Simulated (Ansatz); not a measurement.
# BaTiO3 (Pm-3m) under strain

A 5-atom cell of BaTiO3 started from a crystallographic database, relaxed with r2SCAN in the PAW code Ansatz. The symmetry is Pm-3m (No. 221, cubic); conventional cell a = 3.994 Å, 12.74 Å³ an atom. Around Ba lie 12 O at 2.82 Å; around Ti lie 6 O at 2.00 Å; around O lie 2 Ti at 2.00 Å and 4 Ba at 2.82 Å.

The axes x, y and z are those of this cell:
```xyz
5
Lattice="3.9941 0.0000 0.0000 0.0000 3.9941 0.0000 0.0000 0.0000 3.9941" Properties=species:S:1:pos:R:3 pbc="T T T"
Ba    1.9970    1.9970    1.9970
Ti    0.0000    0.0000    0.0000
O     1.9970    0.0000    0.0000
O     0.0000    1.9970    0.0000
O     0.0000    0.0000    1.9970
```

Unstrained: With PBE the valence top lies at R and the conduction bottom at Γ, 1.823 eV higher; the smallest vertical gap, at Γ, is 1.923 eV. r2SCAN gives an indirect gap of 2.172 eV, from R to Γ; the least direct gap is 2.280 eV at Γ. With HSE06 the valence top lies at R and the conduction bottom at Γ, 3.206 eV higher; the smallest vertical gap, at Γ, is 3.290 eV. Meshes: PBE 6×6×6, r2SCAN 6×6×6, HSE06 4×4×4. Strains are changes of length per length, and xy shears are angles. After each strain the atoms were relaxed again with r2SCAN within the symmetry that the strain leaves, so tilts or polar shifts that break it weren't tested; points keep the names that they have in the unstrained zone. No spin polarisation and no zero-point or thermal motion.

Changes of the least gap in eV (an overlap counts as a negative gap):
```
                                      strain  volume change (%)  space group     PBE  r2SCAN   HSE06  energy rise, r2SCAN (meV/atom)
                    uniaxial +5.99 % along x               +6.0       P4/mmm  -0.232  -0.249  -0.248                            36.9
          biaxial -5.83 % in x and y, z held              -11.3       P4/mmm  +0.088  +0.133  +0.172                           142.5
xy shear, engineering strain (angle) -4.84 %               -0.1         Cmmm  -0.151  -0.150  -0.188                            12.4
```

Uniaxial +5.99 % along x, other directions held. HSE06: the gap goes from 3.206 to 2.958 eV (-0.248 eV). Stress change with r2SCAN, compression positive: xx -13.96, yy -5.80, zz -5.80 GPa.

Biaxial -5.83 % in x and y, z held. HSE06: the gap goes from 3.206 to 3.378 eV (+0.172 eV). Stress change with r2SCAN, compression positive: xx +36.14, yy +36.14, zz +16.54 GPa.

Xy shear, engineering strain (angle) -4.84 %. HSE06: the gap goes from 3.206 to 3.018 eV (-0.188 eV); it turns from indirect (R → Γ) to direct (Γ). Stress change with r2SCAN, compression positive: xx +0.28, yy +0.28, zz +0.13, xy +6.46 GPa.

The runs are scalar-relativistic, without spin-orbit coupling.

The meshes of the hybrids are coarse, so their gaps aren't converged to the digits shown.
